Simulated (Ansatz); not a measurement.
## Tl under changes of volume

One of the cells (30.026 Å³/atom); the others are scaled copies at fixed shape and fractional positions:

```
Tl
1.0
     3.50864    0.00000    0.00000
    -1.75432    3.03857    0.00000
     0.00000    0.00000   11.26560
Tl
4
Cartesian
  1.7543 1.0129 8.4492
  0.0000 0.0000 5.6328
  0.0000 2.0257 2.8164
  0.0000 0.0000 0.0000
```

| Property | Result |
| --- | --- |
| Program | Ansatz 0.2.0 |
| Functional | PBE |
| Potentials or basis | Ansatz PAW |
| Cutoff | 420 eV (not typed: the program's choice for these potentials) |
| k mesh | 9 × 9 × 3 |
| Occupations | fermi-dirac, width 0.05 eV |
| Spin | no spin polarisation |

```tsv
volume (Å³/atom)	energy over the lowest point (meV/atom)	pressure (GPa)
28.225	29.51	3.6
28.825	17.94	2.7
29.426	9.55	1.9
30.026	3.98	1.2
30.627	?	?
31.227	0.00	0.0
31.828	1.04	-0.5
```

Task: What does the run at 30.627 Å³/atom give?

Result: Energy over the lowest point 0.90 meV/atom; pressure 0.5 GPa.

Worked out: A Birch-Murnaghan fit of order 3 (a polynomial in V^(-2/3)) to the other rows has its minimum at 31.19 Å³/atom with B0 = V·E''(V) = 27 GPa and B' = 5.5 at fixed shape and positions, which overstates the stiffness. It gives 0.89 meV/atom at 30.627 Å³/atom, against the run's 0.90, and -dE/dV = 0.5 GPa, against 0.5.

Energies are extrapolated to zero smearing.
